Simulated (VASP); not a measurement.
# AlRu (Pm-3m) in VASP: notebook, part 2 of 2

VASP 6.6.1. The steps go on from the part before.

**5. Band structure, LDA, spin-orbit coupling, no magnetisation**

The input, POSCAR:

```
AlRu
1.0
    2.9916000000      0.0000000000      0.0000000000
    0.0000000000      2.9916000000      0.0000000000
    0.0000000000      0.0000000000      2.9916000000
Ru Al
1 1
Direct
    0.5000000000      0.5000000000      0.5000000000
    0.0000000000      0.0000000000      0.0000000000
```

The input, INCAR.step1:

```
SYSTEM = AlRu
  ALGO = Normal
  EDIFF = 1E-6
  ENCUT = 520
  GGA_COMPAT = .FALSE.
  ISIF = 2
  ISMEAR = -1
  LASPH = .TRUE.
  LCHARG = .TRUE.
  LMAXMIX = 4
  LORBIT = 11
  LREAL = .FALSE.
  LSORBIT = .TRUE.
  LWAVE = .FALSE.
  MAGMOM = 0 0 0 0 0 0
  NELM = 60
  PREC = Accurate
  SIGMA = 0.05
```

The input, KPOINTS.step1:

```
k-points
0
G
  7 7 7
  0 0 0
```

The input, INCAR.step2:

```
SYSTEM = AlRu
  ALGO = Normal
  EDIFF = 1E-6
  ENCUT = 520
  GGA_COMPAT = .FALSE.
  ICHARG = 11
  ISIF = 2
  ISMEAR = 0
  LASPH = .TRUE.
  LCHARG = .FALSE.
  LMAXMIX = 4
  LORBIT = 11
  LREAL = .FALSE.
  LSORBIT = .TRUE.
  LWAVE = .FALSE.
  MAGMOM = 0 0 0 0 0 0
  NELM = 60
  PREC = Accurate
  SIGMA = 0.05
```

The input, KPOINTS.step2:

```
path GXMGRX,MR
15
line-mode
reciprocal
 0.0000000000  0.0000000000  0.0000000000  G
 0.0000000000  0.5000000000  0.0000000000  X

 0.0000000000  0.5000000000  0.0000000000  X
 0.5000000000  0.5000000000  0.0000000000  M

 0.5000000000  0.5000000000  0.0000000000  M
 0.0000000000  0.0000000000  0.0000000000  G

 0.0000000000  0.0000000000  0.0000000000  G
 0.5000000000  0.5000000000  0.5000000000  R

 0.5000000000  0.5000000000  0.5000000000  R
 0.0000000000  0.5000000000  0.0000000000  X

 0.5000000000  0.5000000000  0.0000000000  M
 0.5000000000  0.5000000000  0.5000000000  R
```

Potentials or basis: VASP PAW LDA potentials, release 64 (Ru_pv, Al).

The run is started by

```bash
$ cat potpaw_LDA.64/Ru_pv/POTCAR potpaw_LDA.64/Al/POTCAR > POTCAR
$ cp INCAR.step1 INCAR
$ cp KPOINTS.step1 KPOINTS
$ mpirun -np 1 vasp_ncl > vasp.out
$ cp INCAR.step2 INCAR
$ cp KPOINTS.step2 KPOINTS
$ mpirun -np 1 vasp_ncl > vasp.out
```

OUTCAR:

```text
SYSTEM = AlRu
   EDIFF = 1E-6
   ENCUT = 520
   ICHARG = 11
   ISIF = 2
   ISMEAR = 0
   LASPH = .TRUE.
   LORBIT = 11
   LREAL = .FALSE.
   LSORBIT = .TRUE.
   NELM = 60
   PREC = Accurate

 ion  position               nearest neighbor table
   1  0.500  0.500  0.500-   2 2.59   2 2.59   2 2.59   2 2.59   2 2.59   2 2.59   2 2.59   2 2.59

   2  0.000  0.000  0.000-   1 2.59   1 2.59   1 2.59   1 2.59   1 2.59   1 2.59   1 2.59   1 2.59

  LATTYP: Found a simple cubic cell.
 ALAT       =     2.9916000000

  Lattice vectors:

 A1 = (   2.9916000000,   0.0000000000,   0.0000000000)
 A2 = (   0.0000000000,   2.9916000000,   0.0000000000)
 A3 = (   0.0000000000,   0.0000000000,   2.9916000000)

Analysis of symmetry for initial positions (statically):
=====================================================================
 Subroutine PRICEL returns:
 Original cell was already a primitive cell.

 Routine SETGRP: Setting up the symmetry group for a
 simple cubic supercell.

[... 873 lines left out ...]
     0.0000000     0.0000000     0.0000000     0.0000000     0.0000000     0.0000000     0.0000000
     0.0000000     0.0000000     0.0000000     0.0000000     0.0000000     0.0000000     0.0000000
     0.0000000     0.0000000     0.0000000     0.0000000     0.0000000     0.0000000     0.0000000
     0.0000000     0.0000000     0.0000000     0.0000000     0.0000000     0.0000000     0.0000000
     0.0000000     0.0000000     0.0000000     0.0000000     0.0000000     0.0000000     0.0000000
     0.0000000     0.0000000     0.0000000     0.0000000     0.0000000     0.0000000     0.0000000
     0.0000000     0.0000000     0.0000000     0.0000000     0.0000000     0.0000000     0.0000000

 Ion:    2  E_soc:     -0.0003364
 l=   1
     0.0000000    -0.0000561    -0.0000561
    -0.0000561     0.0000000    -0.0000561
    -0.0000561    -0.0000561     0.0000000
 l=   2
     0.0000000     0.0000000     0.0000000     0.0000000     0.0000000
     0.0000000     0.0000000     0.0000000     0.0000000     0.0000000
     0.0000000     0.0000000     0.0000000     0.0000000     0.0000000
     0.0000000     0.0000000     0.0000000     0.0000000     0.0000000
     0.0000000     0.0000000     0.0000000     0.0000000     0.0000000
 l=   3
     0.0000000     0.0000000     0.0000000     0.0000000     0.0000000     0.0000000     0.0000000
     0.0000000     0.0000000     0.0000000     0.0000000     0.0000000     0.0000000     0.0000000
     0.0000000     0.0000000     0.0000000     0.0000000     0.0000000     0.0000000     0.0000000
     0.0000000     0.0000000     0.0000000     0.0000000     0.0000000     0.0000000     0.0000000
     0.0000000     0.0000000     0.0000000     0.0000000     0.0000000     0.0000000     0.0000000
     0.0000000     0.0000000     0.0000000     0.0000000     0.0000000     0.0000000     0.0000000
     0.0000000     0.0000000     0.0000000     0.0000000     0.0000000     0.0000000     0.0000000

 total charge

# of ion       s       p       d       tot
------------------------------------------
    1        0.307   6.221   6.429  12.956
    2        0.360   0.425   0.000   0.785
--------------------------------------------------
tot          0.666   6.646   6.429  13.741

 magnetization (x)

# of ion       s       p       d       tot
------------------------------------------
    1       -0.000  -0.000   0.000  -0.000
    2       -0.000  -0.000   0.000  -0.000
--------------------------------------------------
tot         -0.000  -0.000   0.000  -0.000

 magnetization (y)

# of ion       s       p       d       tot
------------------------------------------
    1       -0.000   0.000   0.000  -0.000
    2        0.000  -0.000   0.000   0.000
--------------------------------------------------
tot         -0.000   0.000   0.000  -0.000

 magnetization (z)

# of ion       s       p       d       tot
------------------------------------------
    1        0.000   0.000  -0.000   0.000
    2        0.000  -0.000   0.000   0.000
--------------------------------------------------
tot          0.000  -0.000  -0.000   0.000
```

It took 2.4 min on 1 thread of AMD EPYC 7R43 (Zen 3), shared host; peak memory 0.19 GiB.

Caveat: the log is that of the step along the path at fixed density, whose energy, stress, charges and moments have no meaning.

**6. Band structure, PBEsol**

POSCAR is that of step 5.

The input, INCAR.step1:

```
PREC = Accurate
ENCUT = 520
EDIFF = 1E-6
ISMEAR = -1
SIGMA = 0.05
LREAL = False
LASPH = True
NELM = 60
ALGO = Fast
ISIF = 2
LWAVE = False
LCHARG = True
LMAXMIX = 4
GGA = PS
```

The input, KPOINTS.step1:

```
Automatic mesh
0
Gamma
  9 9 9
```

The input, INCAR.step2:

```
PREC = Accurate
ENCUT = 520
EDIFF = 1E-6
ISMEAR = 0
SIGMA = 0.05
LREAL = False
LASPH = True
NELM = 60
ALGO = Fast
ISIF = 2
LWAVE = False
LCHARG = False
LMAXMIX = 4
GGA = PS
ICHARG = 11
```

KPOINTS.step2 is that of step 5.

Potentials or basis: VASP PAW PBE potentials, release 64 (Ru_pv, Al).

The run is started by

```bash
$ cat potpaw_PBE.64/Ru_pv/POTCAR potpaw_PBE.64/Al/POTCAR > POTCAR
$ cp INCAR.step1 INCAR
$ cp KPOINTS.step1 KPOINTS
$ mpirun -np 1 vasp_std > vasp.out
$ cp INCAR.step2 INCAR
$ cp KPOINTS.step2 KPOINTS
$ mpirun -np 1 vasp_std > vasp.out
```

It took 48 s on 1 thread of AMD EPYC 7R43 (Zen 3), shared host; peak memory 0.12 GiB.

The run converged. Its results:

```yaml
Band_gap_along_the_path: none (metal or under the smearing width)
```

Levels at the corners of the path, in eV from the Fermi level:
| point | band 4 | band 5 | band 6 | band 7 | band 8 | band 9 | band 10 | band 11 | band 12 |
| --- | --- | --- | --- | --- | --- | --- | --- | --- | --- |
| Γ | -9.60 | -3.52 | -3.52 | 0.25 | 0.25 | 0.25 | 6.15 | 6.15 | 6.15 |
| X | -5.78 | -5.39 | -2.72 | -1.54 | -1.54 | 0.50 | 2.35 | 7.53 | 11.08 |
| X | -5.78 | -5.39 | -2.72 | -1.54 | -1.54 | 0.50 | 2.35 | 7.53 | 11.08 |
| M | -5.96 | -3.02 | -1.29 | -1.29 | -1.10 | -1.10 | 1.59 | 5.34 | 6.34 |
| M | -5.96 | -3.02 | -1.29 | -1.29 | -1.10 | -1.10 | 1.59 | 5.34 | 6.34 |
| Γ | -9.60 | -3.52 | -3.52 | 0.25 | 0.25 | 0.25 | 6.15 | 6.15 | 6.15 |
| Γ | -9.60 | -3.52 | -3.52 | 0.25 | 0.25 | 0.25 | 6.15 | 6.15 | 6.15 |
| R | -4.56 | -4.56 | -4.56 | 1.69 | 1.69 | 2.68 | 4.18 | 4.18 | 4.18 |
| R | -4.56 | -4.56 | -4.56 | 1.69 | 1.69 | 2.68 | 4.18 | 4.18 | 4.18 |
| X | -5.78 | -5.39 | -2.72 | -1.54 | -1.54 | 0.50 | 2.35 | 7.53 | 11.08 |
| M | -5.96 | -3.02 | -1.29 | -1.29 | -1.10 | -1.10 | 1.59 | 5.34 | 6.34 |
| R | -4.56 | -4.56 | -4.56 | 1.69 | 1.69 | 2.68 | 4.18 | 4.18 | 4.18 |

Caveat: the log is that of the step along the path at fixed density, whose energy, stress, charges and moments have no meaning; the PAW data sets were made with another functional, which shifts forces and pressure a little.

**7. Overview**

| level | potentials or basis | spin | k mesh | further INCAR settings | pressure (GPa) |
| --- | --- | --- | --- | --- | --- |
| PBE | VASP PAW PBE potentials, release 64 (Ru_pv, Al) | off | 9 × 9 × 9 | ALGO = Normal; EDIFF = 1e-06 | - |
| PBE | VASP PAW PBE potentials, release 64 (Ru_pv, Al) | SOC, no magnetisation | 7 × 7 × 7 | ALGO = Fast; EDIFF = 1e-07; NBANDS = 29 | 2.6 |
| LDA | VASP PAW LDA potentials, release 64 (Ru_pv, Al) | off | 9 × 9 × 9 | ALGO = Fast; EDIFF = 1e-06; NBANDS = 16 | -7.8 |
| LDA | VASP PAW LDA potentials, release 64 (Ru_pv, Al) | SOC, no magnetisation | 7 × 7 × 7 | ALGO = Normal; EDIFF = 1e-06 | - |
| PBEsol | VASP PAW PBE potentials, release 64 (Ru_pv, Al) | off | 9 × 9 × 9 | ALGO = Fast; EDIFF = 1e-06 | - |

Alike in all rows: task band structure; cell as given; cutoff (eV) 520; smearing fermi-dirac 0.05 eV.

Caveats: the PAW data sets were made with another functional, which shifts forces and pressure a little (some runs).

Absolute energies hang on the potentials; compare differences alone.
